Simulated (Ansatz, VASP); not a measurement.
# Two plane-wave programs on HfN

```xyz
4
Lattice="3.1339 0.0000 0.0000 -1.5670 2.7140 0.0000 0.0000 0.0000 5.4168" Properties=species:S:1:pos:R:3 pbc="T T T"
Hf    1.5670    0.9047    4.0626
Hf    0.0000    1.8094    1.3542
N     0.0000    0.0000    0.0000
N     0.0000    0.0000    2.7084
```

The cell comes from a database or a generator and needn't be the stable form of this composition.

Alike in both runs: task single point; functional r2SCAN; k mesh 8 × 8 × 4; occupations methfessel-paxton of order 1, width 0.025 eV; no spin polarisation.

|  | VASP | Ansatz |
| --- | --- | --- |
| version | VASP 6.6.1 | Ansatz 0.2.0 |
| potentials or method | VASP PAW PBE potentials, release 64 (Hf_pv, N) | plane waves, PAW |
| plane-wave cutoff (eV) | 520 | 530 |
| valence electrons in the cell | 30 | 62 |

Ansatz gave:

```
pressure (GPa)                                  : 2.7
largest component of the traceless stress (GPa) : 0.35
```

**Question.** Which values does VASP return?

**Answer.** Pressure (GPa): 0.1; largest component of the traceless stress (GPa): 0.22.

The two sets of potentials don't hold the same shells in valence.

Caveats: the PAW data sets were made with another functional, which shifts forces and pressure a little (VASP). Spin-orbit coupling is left out, which matters for the levels of Hf.
